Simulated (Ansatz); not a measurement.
Consider LaAlO3 in the cubic perovskite structure (space group Pm-3m, No. 221; a = 3.786 Å).

Level of theory: Ansatz (a first-principles code), r2SCAN, PAW, cutoff 500 eV, no spin-orbit coupling, earlier PAW set.

One change was made to it. Results:

```json
[
 {"quantity": "lattice parameter a", "base": "378.6 pm", "after": "358.2 pm"},
 {"quantity": "width of the top valence band", "base": "1.11 eV", "after": "1.38 eV"}
]
```

Name the change that was made.
A) pressure 100 GPa
B) pressure 3 GPa
C) pressure −2 GPa
D) pressure 50 GPa

D, pressure 50 GPa. For comparison, the lattice parameter a in the other runs: pressure 3 GPa gives 376.9 pm; pressure 100 GPa gives 346.1 pm; pressure −2 GPa gives 379.9 pm.

The levels and masses belong to the bands next to the band gap. Load acts through the strain it causes; cell and atoms are relaxed under it. No phonon test of stability was made. No other phases were tried under pressure. Many cubic perovskites are stable only at high temperature; tilts and polar distortions were not tested.
